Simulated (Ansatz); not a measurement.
I need a Berry-phase polarisation of TiO2, space group R-3m. Use the Python package of Ansatz (0.2.0). Level of theory (first run): PBEsol, PAW, the default cutoff (420 eV here), 8×8×8 k-points, fixed occupations, D3BJ dispersion.

```
Ti O
1.0
     1.49733    0.86448    6.98154
    -1.49733    0.86448    6.98154
     0.00000   -1.72897    6.98154
Ti O
1 2
Direct
  0.00000 0.00000 0.00000
  0.62047 0.62047 0.62047
  0.37953 0.37953 0.37953
```

The script, `berry.py`:
```python
# -*- coding: utf-8 -*-
"""Berry-phase polarisation of TiO2, and a Born charge from a small shift."""

import warnings

import ansatz as az
import numpy as np


def main():
    warnings.simplefilter("ignore", az.DeckWarning)

    cell = (
        az.Lattice.of((1.497331, 0.864485, 6.981544), (-1.497331, 0.864485, 6.981544), (0.0, -1.728969, 6.981544))
        .atom("Ti", (0.0, 0.0, 0.0))
        .atom("O", (0.620467, 0.620467, 0.620467))
        .atom("O", (0.379533, 0.379533, 0.379533))
    )

    def berry(structure):
        return (
            structure.calculation()
            .functional("pbesol", dispersion="d3bj")
            .pseudopotentials("paw")
            .kpoints(8, 8, 8)
            .occupations("fixed")
            .polarization(string_points=6)
            .run()
            .polarization()
        )


    vectors = np.array(cell.lattice.vectors)
    shifted = cell.move(0, to=np.array(cell.sites[0].position) + 0.01 * np.linalg.inv(vectors)[0])
    before, after = berry(cell), berry(shifted)
    for label, p in (("as typed", before), ("shifted", after)):
        print(label, "reduced polarisation:", [round(axis.reduced, 4) for axis in p.axes], "modulo", p.modulus)
    # take the change on the nearest branch, then turn it into a dipole per cell
    change = np.array([b.reduced - a.reduced for a, b in zip(before.axes, after.axes)])
    change -= before.modulus * np.round(change / before.modulus)
    dipole = change @ vectors
    print("dipole change (e A):", np.round(dipole, 4) + 0.0)
    print("column of the Born charge of", cell.sites[0].symbol, "for a shift along x:", np.round(dipole / 0.01, 2) + 0.0)


if __name__ == "__main__":
    main()
```

```console
$ python berry.py
as typed reduced polarisation: [6.0, 6.0, 6.0] modulo 2
shifted reduced polarisation: [6.0234, 5.9766, 6.0] modulo 2
dipole change (e A): [0.0702 0.     0.    ]
column of the Born charge of Ti for a shift along x: [7.02 0.   0.  ]
```

The run is spin-unpolarised. This cell is a computed structure, which may not be the phase found in nature. Polarisation is defined up to a quantum, so only the change along a continuous path has meaning. Finished in 83 s on 1 thread of Arm Neoverse V1, on a shared host, peak memory 0.47 GiB.
